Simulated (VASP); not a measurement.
Crystal: Si.

```
CELL_PARAMETERS angstrom
4.12095 0.00000 0.00000
-2.06047 3.56885 0.00000
0.00000 0.00000 2.65479
ATOMIC_POSITIONS crystal
Si 0.33333 0.66667 0.50000
Si 0.66667 0.33333 0.50000
```

The cell was built by a generator and needn't be a form met in nature.

* Program: VASP 6.6.1
* Task: relaxation of cell and atoms
* Functional: PBEsol
* Potentials or basis: VASP PAW PBE potentials, release 64 (Si)
* Cutoff: 600 eV
* k mesh: 8 × 8 × 10
* Occupations: fermi-dirac, width 0.05 eV
* Spin: no spin polarisation

At the start: pressure -1.8 GPa; volume 19.52 Å³/atom.

Problem. How do energy, volume and symmetry change on relaxing?

Solution. Over 3 steps the energy falls by 2.5 meV/atom and the volume is 19.10 Å³/atom (-2.1 %); space group P6/mmm (No. 191, to 0.05 Å).

Step by step:
```tsv
step	energy change (eV)	largest force (eV/Å)	pressure (GPa)	volume (Å³)
1	0.0000	0.0005	-1.77	39.04
2	-0.0040	0.0003	0.90	37.83
3	-0.0051	0.0001	0.02	38.21
```

Final structure:
```cif
data_structure
_symmetry_space_group_name_H-M 'P 1'
_symmetry_Int_Tables_number 1
_cell_length_a 4.0973
_cell_length_b 4.0973
_cell_length_c 2.6281
_cell_angle_alpha 90.000
_cell_angle_beta 90.000
_cell_angle_gamma 119.999
_cell_volume 38.21
loop_
_atom_site_label
_atom_site_type_symbol
_atom_site_fract_x
_atom_site_fract_y
_atom_site_fract_z
_atom_site_occupancy
Si1 Si 0.33333 0.66667 0.50000 1
Si2 Si 0.66667 0.33333 0.50000 1
```

Caveat: the PAW data sets were made with another functional, which shifts forces and pressure a little.
